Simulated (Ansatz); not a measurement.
Crystal: FeO (Wuestite).

```
CELL_PARAMETERS angstrom
0.00000 2.15540 2.15540
2.15540 0.00000 2.15540
2.15540 2.15540 0.00000
ATOMIC_POSITIONS crystal
Fe 0.00000 0.00000 0.00000
O 0.50000 0.50000 0.50000
```

Base run:

```yaml
Program: Ansatz 0.2.0
Functional: PBEsol
Potentials_or_basis: all-electron LAPW, scalar-relativistic
Cutoff: 349 eV
Density_cutoff: 1396 eV
Basis_error_allowed: 0.001 eV/atom
k_mesh: 11 × 11 × 11
Occupations: fermi-dirac, width 0.05 eV
Spin: collinear spin, ferromagnetic start
Starting_moments: "[3.0, 0.0] μB"
```

Its results: pressure -8.6 GPa; net moment 4.00 μB per cell; site moments Fe +3.62; O +0.32 μB.

Question: The run is repeated on the same cell with these changes: functional from PBEsol to RPBE. What comes out?

Answer: Pressure 5.2 GPa; net moment 4.00 μB per cell; site moments Fe +3.63; O +0.32 μB.

RPBE binds less tightly than PBEsol, so the same cell stands under more pressure.

Caveats: a cell with one magnetic atom can't hold antiferromagnetic order, which such compounds often take.

Not every run made on this cell is shown here.
